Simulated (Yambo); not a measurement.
Here is a Yambo 5.3.0 calculation.

Contents of optics1.in:

```
optics
chi
Chimod= "HARTREE"
% BndsRnXd
 1 | 34 |
%
NGsBlkXd= 3 Ry
% LongDrXd
 1 | 0 | 0 |
%
% QpntsRXd
 1 | 1 |
%
% EnRngeXd
 0 | 20 | eV
%
% DmRngeXd
 0.1 | 0.1 | eV
%
ETStpsXd= 200
```

scf.in

```
&CONTROL
  calculation = 'scf'
  prefix = 'pwscf'
  outdir = './tmp'
  pseudo_dir = './pseudo'
/
&SYSTEM
  ibrav = 0
  nat = 2
  ntyp = 2
  ecutwfc = 80
  nbnd = 15
  occupations = 'smearing'
  smearing = 'fd'
  degauss = 0.00367493
  force_symmorphic = .true.
/
&ELECTRONS
  conv_thr = 4d-10
  electron_maxstep = 120
  mixing_beta = 0.5
/
ATOMIC_SPECIES
Ga    69.7230 Ga.upf
P     30.9738 P.upf
CELL_PARAMETERS angstrom
   0.0000000000    2.7252500000    2.7252500000
   2.7252500000    0.0000000000    2.7252500000
   2.7252500000    2.7252500000    0.0000000000
ATOMIC_POSITIONS crystal
Ga     0.0000000000    0.0000000000    0.0000000000
P      0.7500000000    0.7500000000    0.7500000000
K_POINTS automatic
8 8 8 0 0 0
```

nscf.in

```
&CONTROL
  calculation = 'nscf'
  prefix = 'pwscf'
  outdir = './tmp'
  pseudo_dir = './pseudo'
/
&SYSTEM
  ibrav = 0
  nat = 2
  ntyp = 2
  ecutwfc = 80
  nbnd = 129
  occupations = 'fixed'
  force_symmorphic = .true.
/
&ELECTRONS
  conv_thr = 1d-08
  diago_full_acc = .true.
  diago_thr_init = 1d-06
/
ATOMIC_SPECIES
Ga    69.7230 Ga.upf
P     30.9738 P.upf
CELL_PARAMETERS angstrom
   0.0000000000    2.7252500000    2.7252500000
   2.7252500000    0.0000000000    2.7252500000
   2.7252500000    2.7252500000    0.0000000000
ATOMIC_POSITIONS crystal
Ga     0.0000000000    0.0000000000    0.0000000000
P      0.7500000000    0.7500000000    0.7500000000
K_POINTS automatic
6 6 6 0 0 0
```

Potentials or basis: PseudoDojo 0.4.1 SR PBEsol standard.

Launch:

```console
$ OMP_NUM_THREADS=1 pw.x -in scf.in > scf.out
$ OMP_NUM_THREADS=1 pw.x -in nscf.in > nscf.out
$ cd tmp/pwscf.save; p2y; mv SAVE ../..; cd ../..
$ OMP_NUM_THREADS=1 yambo
$ OMP_NUM_THREADS=1 yambo -F optics1.in -J optics1 -C optics1_out
```

Q: What does it give for the electronic dielectric constant along the field?

A: 12.95.

Q: Estimate the electronic dielectric constant along the field, independent particles.

A: 14.09.

Q: What does it give for the band gap on the k mesh, mean-field level?

A: 1.52 eV, indirect (least direct gap 1.74 eV).

Dielectric function (along the field direction of the input):
```
energy (eV)  real part  imaginary part
       0.30      13.05            0.34
       0.80      13.76            0.43
       1.31      15.73            0.87
       1.81      12.73            6.14
       2.31      21.97            3.27
       2.81     -10.64           31.09
       3.32      10.67            3.48
       3.82      14.74           15.12
       4.32      13.95           53.95
       4.82     -14.78           11.54
       5.33      -5.75            4.48
       5.83      -4.81            7.26
       6.33      -1.30            7.22
       6.83      -0.73            8.06
       7.34      -3.55            5.21
       7.84      -5.11            3.97
       8.34      -2.68            3.67
       8.84      -3.65            1.17
       9.35      -2.78            1.38
       9.85      -1.25            1.24
      10.35      -1.94            1.59
      10.85      -1.40            1.38
      11.36      -0.81            1.65
      11.86      -1.50            0.82
      12.36      -0.84            0.70
      12.86      -0.85            0.39
      13.37      -0.47            0.52
      13.87      -0.39            0.34
      14.37      -0.52            0.48
      14.87      -0.14            0.54
      15.38      -0.39            0.47
      15.88      -0.08            0.25
      16.38       0.14            0.24
      16.88       0.14            0.26
      17.39       0.15            0.35
      17.89       0.31            0.23
      18.39       0.33            0.29
      18.89       0.34            0.44
      19.40       0.23            0.42
      20.00       0.28            0.24
```

Caveat: spectra need much finer meshes, so this one isn't converged; these spectra lack excitons.

**Measured values to compare with.**

From “Stacking defects in GaP nanowires: Electronic structure and optical properties”, 2018, arxiv:1810.01194, for a bulk crystal of GaP at 10 K: band gap 2.34 eV (indirect).

Against the measured gap of GaP, 2.34 eV (indirect; 10 K; quoted in “Stacking defects in GaP nanowires: Electronic structure and optical properties”, 2018, arxiv:1810.01194), the calculated 1.52 eV is off by -0.82 eV. Spin-orbit coupling on Ga is left out. The value is that of PBEsol on a finite k mesh, which can miss the band edges, without temperature or zero-point motion. Semilocal functionals fall short of measured gaps as a rule.
